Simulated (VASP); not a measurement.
# InPd in VASP: a series of runs, part 2 of 2

VASP 6.6.1. Earlier steps stand in the parts before.

## Step 3: Relaxation of the atoms, PBE

Contents of INCAR:

```
SYSTEM = InPd
ALGO = Normal
DIPOL = 0.5 0.5 0.500
EDIFF = 1E-6
EDIFFG = -0.02
ENCUT = 520
GGA = PE
IBRION = 2
IDIPOL = 3
ISIF = 2
ISMEAR = 1
KPAR = 2
LASPH = .True.
LCHARG = .False.
LDIPOL = .True.
LREAL = .False.
LWAVE = .False.
NELM = 80
NSW = 80
PREC = Accurate
SIGMA = 0.1
```

Contents of KPOINTS:

```
k-points
0
Gamma
  9 9 1
  0 0 0
```

Contents of POSCAR:

```
InPd
1.0
    4.6745457500      0.0000000000      0.0000000000
   -2.3372728800      4.0482753700      0.0000000000
    0.0000000000      0.0000000000     19.7709382800
Pd In
3 3
Direct
    0.3333333300      0.6666666700      0.3793446700
    0.0000000000      0.0000000000      0.4758689300
    0.6666666700      0.3333333300      0.5723932000
    0.6666666700      0.3333333300      0.4276068000
    0.3333333300      0.6666666700      0.5241310700
    0.0000000000      0.0000000000      0.6206553300
```

Potentials or basis: VASP PAW PBE potentials, release 64 (Pd, In_d).

Started as:

```console
$ cat potpaw_PBE.64/Pd/POTCAR potpaw_PBE.64/In_d/POTCAR > POTCAR
$ mpirun -np 2 vasp_std > vasp.out
```

OUTCAR:

```text
SYSTEM = InPd
   EDIFF = 1E-6
   EDIFFG = -0.02
   ENCUT = 520
   GGA = PE
   IBRION = 2
   ISIF = 2
   ISMEAR = 1
   LASPH = .True.
   LREAL = .False.
   NELM = 80
   NSW = 80
   PREC = Accurate

 ion  position               nearest neighbor table
   1  0.333  0.667  0.379-   4 2.86   4 2.86   5 2.86   4 2.86   2 3.31   2 3.31   2 3.31
   2  0.000  0.000  0.476-   4 2.86   4 2.86   4 2.86   6 2.86   5 2.86   5 2.86   5 2.86   1 3.31
                             1 3.31   1 3.31   3 3.31   3 3.31   3 3.31
   3  0.667  0.333  0.572-   5 2.86   5 2.86   6 2.86   6 2.86   6 2.86   4 2.86   5 2.86   2 3.31
                             2 3.31   2 3.31
   4  0.667  0.333  0.428-   1 2.86   1 2.86   2 2.86   2 2.86   2 2.86   3 2.86   1 2.86   5 3.31
                             5 3.31   5 3.31
   5  0.333  0.667  0.524-   3 2.86   3 2.86   1 2.86   2 2.86   3 2.86   2 2.86   2 2.86   6 3.31
                             6 3.31   6 3.31   4 3.31   4 3.31   4 3.31
   6  0.000  0.000  0.621-   3 2.86   3 2.86   3 2.86   2 2.86   5 3.31   5 3.31   5 3.31

  LATTYP: Found a hexagonal cell.
 ALAT       =     4.6745457500
 C/A-ratio  =     4.2294886685

  Lattice vectors:

 A1 = (   4.6745457500,   0.0000000000,   0.0000000000)
 A2 = (  -2.3372728800,   4.0482753700,   0.0000000000)
 A3 = (   0.0000000000,   0.0000000000,  19.7709382800)

Analysis of symmetry for initial positions (statically):
[... 298 lines left out ...]

------------------------ aborting loop because EDIFF is reached ----------------------------------------
[... 75 lines left out ...]
--------------------------------------- Ionic step       20  -------------------------------------------

 number of electron      69.0000011 magnetization

 dipolmoment           0.000000      0.000000     -0.034336 electrons x Angstroem

 Free energy of the ion-electron system (eV)
  ---------------------------------------------------
  ext. energy  EPLUGINS =         0.00000000
  ---------------------------------------------------
  free energy    TOTEN  =       -24.21990352 eV

  energy without entropy =      -24.21893288  energy(sigma->0) =      -24.21957997

 E-fermi :  -0.1709     XC(G=0):  -4.4274

 val. band max:       -0.2230083242   @ k =   0.2222   0.1111   0.0000
 cond. band min:      -0.1593481434   @ k =   0.2222   0.2222   0.0000
 fundamental gap:      0.0636601807
 Fermi energy:        -0.1709302957

 k-point     1 :       0.0000    0.0000    0.0000
  band No.  band energies     occupation
      1     -14.8153      2.00000
      2     -14.8153      2.00000
      3     -14.7167      2.00000
      4     -14.7075      2.00000
      5     -14.7075      2.00000
      6     -14.5734      2.00000
[... 517 lines left out ...]
     40       4.6649      0.00000
     41       5.0313      0.00000

------------------------ aborting loop because EDIFF is reached ----------------------------------------

 vacuum level on the upper side and lower side of the slab       (xc-potential included)        -0.309         0.045

  FORCE on cell =-STRESS in cart. coord.  units (eV):
  Direction    XX          YY          ZZ          XY          YZ          ZX
  --------------------------------------------------------------------------------------
  -------------------------------------------------------------------------------------
  Total       -2.4125519     -2.4125519     -0.0701195      0.0000000      0.0000000      0.0000000
  in kB      -10.3311939    -10.3311939     -0.3002704      0.0000000      0.0000000      0.0000000
  external PRESSURE =      -6.9875528 kB  Pullay stress =       0.0000000 kB
[... 21 lines left out ...]
  FREE ENERGIE OF THE ION-ELECTRON SYSTEM (eV)
  ---------------------------------------------------
  free  energy   TOTEN  =       -24.2199035162 eV

  energy  without entropy=      -24.2189328771  energy(sigma->0) =      -24.21957997

 reached required accuracy - stopping structural energy minimisation

 vacuum level on the upper side and lower side of the slab         3.783         4.137
```

OSZICAR:

```text
N       E                     dE             d eps       ncg     rms          rms(c)
DAV:   1     0.594473403641E+03    0.59447E+03   -0.30272E+04  1041   0.154E+03
DAV:   2     0.348724940290E+02   -0.55960E+03   -0.54169E+03  1103   0.388E+02
DAV:   3    -0.224441120252E+02   -0.57317E+02   -0.55847E+02  1179   0.163E+02
DAV:   4    -0.245595886383E+02   -0.21155E+01   -0.21070E+01  1222   0.335E+01
[... 230 lines left out ...]
DAV:   3    -0.242199557360E+02    0.53360E-04   -0.58824E-04  1340   0.216E-01    0.550E-02
DAV:   4    -0.242199343461E+02    0.21390E-04   -0.97209E-05  1108   0.120E-01    0.458E-02
DAV:   5    -0.242199047831E+02    0.29563E-04   -0.12874E-04  1295   0.862E-02    0.168E-02
DAV:   6    -0.242199036712E+02    0.11119E-05   -0.50107E-05  1075   0.839E-02    0.738E-03
DAV:   7    -0.242199035162E+02    0.15506E-06   -0.70859E-06  1061   0.282E-02
  20 F= -.24219904E+02 E0= -.24219580E+02  d E =-.208029E-02
```

It took 19 min on 2 MPI ranks of Intel Xeon Platinum 8488C (Sapphire Rapids), shared host; peak memory 0.57 GiB.

Results:

```yaml
Free_energy: -24.2199 eV
Energy_gained_by_relaxing: 66.7 meV/atom
Ionic_steps: 20
Largest_force_after_relaxing: 0.007 eV/Å
Band_gap_on_the_k_mesh: none (metal or under the smearing width)
```

Forces on the atoms (eV/Å):
```
Pd   0.000  0.000  0.007
Pd   0.000  0.000  0.003
Pd   0.000  0.000 -0.004
In   0.000  0.000 -0.007
In   0.000  0.000  0.002
In   0.000  0.000  0.000
```

The path:
```tsv
step	energy change (eV)	largest force (eV/Å)	pressure (GPa)
1	0.0000	1.2810	-1.68
2	-0.1057	1.0810	-1.63
3	-0.2892	0.6781	-1.26
4	-0.2933	0.9565	-1.11
5	-0.3586	0.4685	-1.23
6	-0.3848	0.1010	-1.30
7	-0.3849	0.1123	-1.31
8	-0.3879	0.0847	-1.23
9	-0.3899	0.0828	-1.10
10	-0.3920	0.0660	-1.07
11	-0.3924	0.0603	-1.04
12	-0.3941	0.0650	-0.98
13	-0.3958	0.0927	-0.73
14	-0.3960	0.0754	-0.80
15	-0.3972	0.0736	-0.77
16	-0.3980	0.1054	-0.66
17	-0.3982	0.0923	-0.70
18	-0.3994	0.0622	-0.70
19	-0.4000	0.0350	-0.69
20	-0.4003	0.0075	-0.70
```

Final structure:
```
CELL_PARAMETERS angstrom
4.67455 0.00000 0.00000
-2.33727 4.04828 0.00000
0.00000 0.00000 19.77094
ATOMIC_POSITIONS crystal
Pd 0.33333 0.66667 0.40191
Pd 0.00000 0.00000 0.46486
Pd 0.66667 0.33333 0.56840
In 0.66667 0.33333 0.41696
In 0.33333 0.66667 0.53532
In 0.00000 0.00000 0.61256
```

## Step 4: Single point, PBE

Contents of INCAR:

```
ALGO = Normal
DIPOL = 0.5 0.5 0.500
EDIFF = 1E-6
ENCUT = 520
GGA = PE
ICORELEVEL = 1
IDIPOL = 3
ISIF = 2
ISMEAR = 1
KPAR = 2
LASPH = True
LCHARG = False
LDIPOL = True
LREAL = False
LVACPOTAV = True
LVHAR = True
LWAVE = False
NELM = 80
PREC = Accurate
SIGMA = 0.1
```

Contents of KPOINTS:

```
k-points
0
Gamma
  9 9 1
```

Contents of POSCAR:

```
InPd                                    
1.0
    4.6745457500      0.0000000000      0.0000000000
   -2.3372728800      4.0482753700      0.0000000000
    0.0000000000      0.0000000000     19.7709382800
  Pd              In            
     3     3
Direct
     0.3333333300000021    0.6666666699999979    0.4019068464588641
     0.0000000000000000    0.0000000000000000    0.4648601208036101
     0.6666666699999979    0.3333333300000021    0.5683964390185808
     0.6666666699999979    0.3333333300000021    0.4169603036803001
     0.3333333300000021    0.6666666699999979    0.5353180099140804
     0.0000000000000000    0.0000000000000000    0.6125582801245651
```

Potentials or basis: VASP PAW PBE potentials, release 64 (Pd, In_d).

Started as:

```console
$ cat potpaw_PBE.64/Pd/POTCAR potpaw_PBE.64/In_d/POTCAR > POTCAR
$ mpirun -np 2 vasp_std > vasp.out
```

OUTCAR:

```text
EDIFF = 1E-6
   ENCUT = 520
   GGA = PE
   ISIF = 2
   ISMEAR = 1
   LASPH = True
   LREAL = False
   NELM = 80
   PREC = Accurate

 ion  position               nearest neighbor table
   1  0.333  0.667  0.402-   5 2.64   4 2.72   4 2.72   4 2.72   2 2.97   2 2.97   2 2.97
   2  0.000  0.000  0.465-   4 2.86   4 2.86   4 2.86   6 2.92   1 2.97   1 2.97   1 2.97   5 3.04
                             5 3.04   5 3.04   3 3.39   3 3.39   3 3.39
   3  0.667  0.333  0.568-   5 2.78   5 2.78   5 2.78   6 2.84   6 2.84   6 2.84   4 2.99   2 3.39
                             2 3.39   2 3.39
   4  0.667  0.333  0.417-   1 2.72   1 2.72   1 2.72   2 2.86   2 2.86   2 2.86   3 2.99   5 3.57
                             5 3.57   5 3.57
   5  0.333  0.667  0.535-   1 2.64   3 2.78   3 2.78   3 2.78   2 3.04   2 3.04   2 3.04   6 3.10
                             6 3.10   6 3.10   4 3.57   4 3.57   4 3.57
   6  0.000  0.000  0.613-   3 2.84   3 2.84   3 2.84   2 2.92   5 3.10   5 3.10   5 3.10

  LATTYP: Found a hexagonal cell.
 ALAT       =     4.6745457500
 C/A-ratio  =     4.2294886685

  Lattice vectors:

 A1 = (   4.6745457500,   0.0000000000,   0.0000000000)
 A2 = (  -2.3372728800,   4.0482753700,   0.0000000000)
 A3 = (   0.0000000000,   0.0000000000,  19.7709382800)

Analysis of symmetry for initial positions (statically):
=====================================================================
 Subroutine PRICEL returns:
 Original cell was already a primitive cell.

 Routine SETGRP: Setting up the symmetry group for a
 hexagonal supercell.

 Subroutine GETGRP returns: Found  6 space group operations
 (whereof  6 operations were pure point group operations)
 out of a pool of 24 trial point group operations.

The static configuration has the point symmetry C_3v.

Analysis of symmetry for dynamics (positions and initial velocities):
=====================================================================
 Subroutine PRICEL returns:
 Original cell was already a primitive cell.

 Routine SETGRP: Setting up the symmetry group for a
 hexagonal supercell.

 Subroutine GETGRP returns: Found  6 space group operations
 (whereof  6 operations were pure point group operations)
 out of a pool of 24 trial point group operations.

The dynamic configuration has the point symmetry C_3v.

 Subroutine INISYM returns: Found  6 space group operations
 (whereof  6 operations are pure point group operations),
 and found     1 'primitive' translations

----------------------------------------------------------------------------------------

                                     Primitive cell

  volume of cell :     374.1422

  direct lattice vectors                    reciprocal lattice vectors
     4.674545750  0.000000000  0.000000000     0.213924529  0.123509385  0.000000000
    -2.337272880  4.048275370  0.000000000     0.000000000  0.247018769  0.000000000
     0.000000000  0.000000000 19.770938280     0.000000000  0.000000000  0.050579289

  length of vectors
     4.674545750  4.674545752 19.770938280     0.247018769  0.247018769  0.050579289

  position of ions in fractional coordinates (direct lattice)
     0.333333330  0.666666670  0.401906846
     0.000000000  0.000000000  0.464860121
     0.666666670  0.333333330  0.568396439
     0.666666670  0.333333330  0.416960304
     0.333333330  0.666666670  0.535318010
     0.000000000  0.000000000  0.612558280

  ion indices of the primitive-cell ions
   primitive index   ion index
                 1           1
                 2           2
                 3           3
                 4           4
[... 64 lines left out ...]
   NSW    =      0    number of steps for IOM
   IBRION =     -1    ionic relax: 0-MD 1-quasi-New 2-CG
   NFREE  =      0    steps in history (QN), initial steepest desc. (CG)
   ISIF   =      2    stress and relaxation
   ISYM   =      2    0-nonsym 1-usesym 2-fastsym
   POTIM  = 0.5000    time-step for ionic-motion
   TEBEG  =    0.0;   TEEND  =   0.0 temperature during run
   PSTRESS=    0.0 pullay stress
   NELECT =      69.0000    total number of electrons
   NUPDOWN=      -1.0000    fix difference up-down
   EMIN   =  10.00;   EMAX   =-10.00  energy-range for DOS
   EFERMI =   0.00;   METHOD = LEGACY
   ISMEAR =     1;   SIGMA  =   0.10  broadening in eV -4-tet -1-fermi 0-gaus
   EFERMI_NEDOS =   21; number of points for ismear=-14 and -15
   IALGO  =     38    algorithm
   IMIX   =      4    mixing-type and parameters
     AMIX     =   0.40;   BMIX     =  1.00
     AMIX_MAG =   1.60;   BMIX_MAG =  1.00
  volume/ion in A,a.u.               =      62.36       420.81
  Fermi-wavevector in a.u.,A,eV,Ry     =   0.931849  1.760940 11.814522  0.868343
  Thomas-Fermi vector in A             =   2.058385
   LORBIT       =      0    0 simple, 1 ext, 2 COOP (PROOUT), +10 PAW based schemes
   GGA     = PE    functional components
   LHFCALC =     F    Hartree Fock is set to
   AEXX    =    0.0000 exact exchange contribution
   IVDW    =     0    specifies the selected vdW correction
   LEPSILON=     F    determine dielectric tensor
   LRPA    =     F    only Hartree local field effects (RPA)
 non-spin polarized calculation
 Methfessel and Paxton  Order N= 1 SIGMA  =   0.10
  energy-cutoff  :      520.00
  volume of cell :      374.14
 maximum number of plane-waves:     10099
 NGX is ok and might be reduce to    36
   NGX = 17   NGY = 17   NGZ = 73

 dipolmoment           0.000000      0.000000      0.074083 electrons x Angstroem

 number of electron      69.0000011 magnetization

 dipolmoment           0.000000      0.000000     -0.034305 electrons x Angstroem

 Free energy of the ion-electron system (eV)
  ---------------------------------------------------
  ext. energy  EPLUGINS =         0.00000000
  ---------------------------------------------------
  free energy    TOTEN  =       -24.21990421 eV

  energy without entropy =      -24.21893856  energy(sigma->0) =      -24.21958233

 the core state eigenenergies are
   1-  1s -24160.1409  2s  -3526.4539  2p  -3161.2088  3s   -634.9351  3p   -514.9320
       3d   -324.4672  4s    -84.1173  4p    -49.8797
   2-  1s -24160.4403  2s  -3526.7445  2p  -3161.5011  3s   -635.1942  3p   -515.1912
       3d   -324.7295  4s    -84.3042  4p    -50.0479
   3-  1s -24160.7053  2s  -3527.0330  2p  -3161.7884  3s   -635.4706  3p   -515.4677
       3d   -325.0084  4s    -84.5611  4p    -50.3019
   4-  1s -27743.5943  2s  -4150.1034  2p  -3724.0856  3s   -784.0480  3p   -644.6026
       3d   -428.2718  4s   -115.3578  4p    -73.8339
   5-  1s -27743.7192  2s  -4150.2368  2p  -3724.2174  3s   -784.1966  3p   -644.7510
       3d   -428.4189  4s   -115.5313  4p    -74.0102
   6-  1s -27743.8337  2s  -4150.3388  2p  -3724.3222  3s   -784.2718  3p   -644.8265
       3d   -428.4968  4s   -115.5644  4p    -74.0392

 E-fermi :  -0.1710     XC(G=0):  -4.4190

 val. band max:       -0.2231239828   @ k =   0.2222   0.1111   0.0000
 cond. band min:      -0.1594143012   @ k =   0.2222   0.2222   0.0000
 fundamental gap:      0.0637096816
 Fermi energy:        -0.1710179178

 k-point     1 :       0.0000    0.0000    0.0000
  band No.  band energies     occupation
      1     -14.8154      2.00000
      2     -14.8154      2.00000
      3     -14.7167      2.00000
      4     -14.7077      2.00000
      5     -14.7077      2.00000
      6     -14.5734      2.00000
[... 517 lines left out ...]
     40       4.6651      0.00000
     41       5.0314      0.00000

------------------------ aborting loop because EDIFF is reached ----------------------------------------

  FORCE on cell =-STRESS in cart. coord.  units (eV):
  Direction    XX          YY          ZZ          XY          YZ          ZX
  --------------------------------------------------------------------------------------
  -------------------------------------------------------------------------------------
  Total       -2.4098931     -2.4098931     -0.0611732      0.0000000      0.0000000     -0.0000000
  in kB      -10.3198081    -10.3198081     -0.2619601      0.0000000      0.0000000     -0.0000000
  external PRESSURE =      -6.9671921 kB  Pullay stress =       0.0000000 kB

 VOLUME and BASIS-vectors are now :
 -----------------------------------------------------------------------------
  energy-cutoff  :      520.00
  volume of cell :      374.14
      direct lattice vectors                 reciprocal lattice vectors
     4.674545750  0.000000000  0.000000000     0.213924529  0.123509385  0.000000000
    -2.337272880  4.048275370  0.000000000     0.000000000  0.247018769  0.000000000
     0.000000000  0.000000000 19.770938280     0.000000000  0.000000000  0.050579289

 POSITION                                       TOTAL-FORCE (eV/Angst)
 -----------------------------------------------------------------------------------
     -0.00000      2.69885      7.94608        -0.000000     -0.000000      0.007543
      0.00000      0.00000      9.19072        -0.000000      0.000000      0.000544
      2.33727      1.34943     11.23773        -0.000000      0.000000     -0.002900
      2.33727      1.34943      8.24370         0.000000     -0.000000     -0.007502
     -0.00000      2.69885     10.58374        -0.000000     -0.000000      0.001552
      0.00000      0.00000     12.11085        -0.000000      0.000000      0.000763
 -----------------------------------------------------------------------------------
    total drift:                                0.000001     -0.000001      0.001101

  FREE ENERGIE OF THE ION-ELECTRON SYSTEM (eV)
  ---------------------------------------------------
  free  energy   TOTEN  =       -24.2199042090 eV

  energy  without entropy=      -24.2189385618  energy(sigma->0) =      -24.21958233

 vacuum level on the upper side and lower side of the slab         3.934         4.262
```

Run time: 2.5 min. Hardware: 2 MPI ranks of Intel Xeon Platinum 8488C (Sapphire Rapids), shared host; peak memory 0.51 GiB.

What came out:

```yaml
Free_energy: -24.2199 eV
Largest_force: 0.008 eV/Å
Band_gap_on_the_k_mesh: none (metal or under the smearing width)
Work_function_of_the_upper_face: 4.11 eV
Work_function_of_the_lower_face: 4.43 eV
```

Forces in eV/Å, atoms in the order of the input:
```
Pd   0.000  0.000  0.008
Pd   0.000  0.000  0.001
Pd   0.000  0.000 -0.003
In   0.000  0.000 -0.008
In   0.000  0.000  0.002
In   0.000  0.000  0.001
```

Core levels (eV, on the scale of the bands):
```
atom                                                                                     levels
1 Pd   1s -24160.1, 2s -3526.5, 2p -3161.2, 3s -634.9, 3p -514.9, 3d -324.5, 4s -84.1, 4p -49.9
2 Pd   1s -24160.4, 2s -3526.7, 2p -3161.5, 3s -635.2, 3p -515.2, 3d -324.7, 4s -84.3, 4p -50.0
3 Pd   1s -24160.7, 2s -3527.0, 2p -3161.8, 3s -635.5, 3p -515.5, 3d -325.0, 4s -84.6, 4p -50.3
4 In  1s -27743.6, 2s -4150.1, 2p -3724.1, 3s -784.0, 3p -644.6, 3d -428.3, 4s -115.4, 4p -73.8
5 In  1s -27743.7, 2s -4150.2, 2p -3724.2, 3s -784.2, 3p -644.8, 3d -428.4, 4s -115.5, 4p -74.0
6 In  1s -27743.8, 2s -4150.3, 2p -3724.3, 3s -784.3, 3p -644.8, 3d -428.5, 4s -115.6, 4p -74.0
```
